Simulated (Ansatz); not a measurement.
# SnO: random displacements

Level of theory: DFT LDA, scalar-relativistic, plane waves, PAW (Ansatz). Settings: plane waves to 420 eV, k-mesh 8×6×6 (Γ-centred), Gaussian smearing 0.05 eV. No spin polarisation. Energies are free energies at this smearing, counted from the undisturbed cell; pressure is positive in compression.

The starting cell (as given, not relaxed at this level; this form isn't the usual structure):

```
Sn O
1.0
     3.35500    0.00000    0.00000
     0.00000    5.67410    0.00000
     0.00000    0.00000    4.22197
Sn O
2 2
Direct
  0.00000 0.23191 0.51314
  0.50000 0.76809 0.01314
  0.00000 0.89125 0.73686
  0.50000 0.10875 0.23686
```

The cell holds layers and no dispersion correction was added, so their binding is poorly described.

After a displacement of all atoms with no net shift and a strain of the cell, the run gives ΔE = 37.8 meV/atom; stress (xx, yy, zz, yz, xz, xy; compression positive) (-3.29, -6.04, -1.54, 2.54, 3.58, 2.36) GPa; gap on the mesh 1.21 eV.

```csv
atom,Fx (eV/Å),Fy,Fz
Sn1,0.464,-1.223,0.346
Sn2,-0.033,0.526,-0.297
O3,-0.371,0.136,0.043
O4,-0.061,0.561,-0.092
```

(1) Which displacements (Å, in the unstrained cell) and strain were applied?

Results:

(1)
```csv
atom,ux,uy,uz
Sn1,0.02,0.07,-0.01
Sn2,0.04,0.00,-0.01
O3,-0.01,0.02,-0.05
O4,-0.06,-0.08,0.06
```
Strain (Voigt, engineering shear): (-0.0019, 0.0375, -0.0939, -0.0409, -0.0978, -0.0554).

Cost: 1 run of about 0.33 core-minutes, on Arm Neoverse V2 (shared hosts).